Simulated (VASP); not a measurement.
## VASP inputs for MgO

INCAR, step 1 (ground state)

```
ISMEAR = 0
ENCUT = 500
GGA = PE
EDIFF = 1E-7
LCHARG = .FALSE.
NELM = 120
LASPH = .TRUE.
LWAVE = .TRUE.
PREC = Accurate
SIGMA = 0.01
LREAL = .FALSE.
```

INCAR, step 2 (empty bands)

```
ISMEAR = 0
LASPH = .TRUE.
ISTART = 1
ENCUT = 500
LREAL = .FALSE.
LCHARG = .FALSE.
EDIFF = 1E-7
PREC = Accurate
GGA = PE
ALGO = Exact
NBANDS = 146
LWAVE = .TRUE.
SIGMA = 0.01
LOPTICS = .TRUE.
NELM = 1
```

INCAR, step 3 (GW)

```
LWAVE = .FALSE.
LCHARG = .FALSE.
ALGO = EVGW0
NELMGW = 4
NBANDSGW = 16
LASPH = .TRUE.
ENCUTGWSOFT = 220
ENCUTGW = 220
PRECFOCK = Fast
ISTART = 1
EDIFF = 1E-7
SIGMA = 0.01
NELM = 120
GGA = PE
NOMEGA = 64
PREC = Accurate
LREAL = .FALSE.
NBANDS = 146
ENCUT = 500
ISMEAR = 0
```

KPOINTS

```
KPOINTS created by Atomic Simulation Environment
0
Gamma
6 6 6
0 0 0
```

POSCAR

```
Mg O
 1.0000000000000000
     0.0000000000000000    2.1050000000000000    2.1050000000000000
     2.1050000000000000    0.0000000000000000    2.1050000000000000
     2.1050000000000000    2.1050000000000000    0.0000000000000000
 Mg  O
   1   1
Cartesian
  0.0000000000000000  0.0000000000000000  0.0000000000000000
  2.1050000000000000  2.1050000000000000  2.1050000000000000
```

VASP ran with the GW set of PAW datasets (16 valence electrons in the cell).

Predict the results.

PBE gap on the mesh 4.75 eV; G₀W₀ gap on the mesh 7.30 eV.

How does updating the eigenvalues in G change the gap?

Gap on the mesh by iteration: 7.30, 7.70, 7.76, 7.77 eV.
